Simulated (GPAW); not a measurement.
Runs of GPAW 26.7.0 on Ge. It takes space group Fd-3m (No. 227, cubic). Conventional cell: a = 5.658 Å, b = 5.658 Å, c = 5.658 Å, α = 90.00°, β = 90.00°, γ = 90.00°. Ge (site symmetry -43m) is surrounded by 4 Ge at 2.45 Å. 

```csv
task,level,potentials or basis,spin,cell,k mesh,cutoff (eV),smearing,band path,band points,spin axis theta (degrees),spin axis phi (degrees),response ecut,mesh quality,gap on the mesh (eV),pressure (GPa)
band structure,RPBE,"the program's PAW data sets (release 1.2.1) made for this functional, pw","SOC, no magnetisation",as given,8 × 8 × 8,600,fermi-dirac 0.05 eV,"GXWKGLUWLK,UX",80,90,0,-,not flagged,0.10,5.7
single point,PBEsol,"PAW data sets generated in the run's folder for this functional, pw",off,"atoms moved at random, drawn with an rms of 0.05 Å",8 × 8 × 8,600,fermi-dirac 0.05 eV,-,-,-,-,-,not flagged,none,1.1
single point,PBEsol,"PAW data sets generated in the run's folder for this functional, pw",off,as given,8 × 8 × 8,600,fermi-dirac 0.05 eV,-,-,-,-,-,not flagged,(b),0.9
band structure,r4SCAN,"GPAW PAW data sets (gpaw-data 1.2.1), pw","SOC, no magnetisation",as given,8 × 8 × 8,600,fermi-dirac 0.05 eV,"GXWKGLUWLK,UX",60,54.7,45,-,not flagged,-,(a)
```

Problem. Fill in the values left out.

Solution. (a) 0.7; (b) 0.04.

Caveats: spin-orbit coupling was added after a scalar SCF, so levels and gaps hold it while energy, forces, pressure and moments don't (some runs); this program's spin-orbit splittings come out too wide for heavy elements (some runs); the PAW data sets were made with another functional, which shifts forces and pressure a little (some runs); this crystal is a semiconductor, whose small gap the functional closes, so the metal is an error of the method (some runs).

A k mesh can miss the band edges, and rows without SOC leave out spin-orbit coupling on Ge.

A gap of «none» marks a metal or a gap under the smearing width.

Runs at the PBE level aren't shown here.
